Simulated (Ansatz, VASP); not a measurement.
This is a calculation of Bi for VASP 6.6.1.

The input INCAR:

```
ALGO     = Normal         # electronic algorithm
EDIFF    = 1E-7           # SCF threshold, eV
ENCUT    = 520            # plane-wave cutoff, eV
GGA      = PE             # functional
ISIF     = 2              # what is computed and relaxed
ISMEAR   = -1             # smearing method
LASPH    = T              # aspherical terms in the spheres
LCHARG   = F              # write CHGCAR
LREAL    = F              # projectors in reciprocal space
LWAVE    = F              # write WAVECAR
NBANDS   = 14             # bands
NELM     = 80             # most SCF steps
PREC     = Accurate       # precision mode
SIGMA    = 0.02           # smearing width, eV
```

KPOINTS

```
k-points
0
Gamma
  4 4 4
```

POSCAR

```
Bi
1.0
   -1.9814305318      1.9814305318      1.9814305318
    1.9814305318     -1.9814305318      1.9814305318
    1.9814305318      1.9814305318     -1.9814305318
Bi
1
Direct
    0.0000000000      0.0000000000      0.0000000000
```

Potentials or basis: VASP PAW PBE potentials, release 64 (Bi_d).

Command:

```console
$ cat potpaw_PBE.64/Bi_d/POTCAR > POTCAR
$ mpirun -np 1 vasp_std > vasp.out
```

Q: Translate it to Ansatz 0.2.0. Potentials there: all-electron LAPW, scalar-relativistic.

A: As run (the cutoff follows the program's own potentials):

The input input.yaml:

```yaml
crystal:
  lattice:
    - [-1.9814305318, 1.9814305318, 1.9814305318]
    - [1.9814305318, -1.9814305318, 1.9814305318]
    - [1.9814305318, 1.9814305318, -1.9814305318]
  atoms:
    - { symbol: Bi, position: [0.0, 0.0, 0.0] }
kpoints:
  mp_grid: { grid: [4, 4, 4] }
scf:
  occupations: { method: fermi_dirac, width: 0.02 }
hamiltonian:
  xc: pbe
  pseudopotentials: { kind: all_electron, lapw: { basis_error: 0.003 } }
output:
  forces: true
  stress: true
  eigenvalues: true
```

Potentials or basis: all-electron LAPW, scalar-relativistic.

Launch:

```bash
$ ansatz run input.yaml --threads 1 --pin off --max-ram 3072MiB --backend cpu --events-out ev --progress --plain --runs-dir out
```

Both were run:

|  | VASP | Ansatz | Ansatz less VASP |
| --- | --- | --- | --- |
| gap on the k mesh at the Fermi level (eV) | none | none | - |
| pressure (GPa) | 2.3 | 2.4 | +0.10 |

A gap of «none» marks a metal or a gap that the smearing closes. Ansatz ran all-electron here, so the differences hold the error of VASP's frozen core and of both bases.

Caveats: the k mesh is coarse (spacing up to 0.56 Å⁻¹), so the values aren't converged; spin-orbit coupling is left out, which moves the levels of the heavy elements; the k mesh is thin for a metal, which can move the energy by tens of meV per atom (Ansatz).
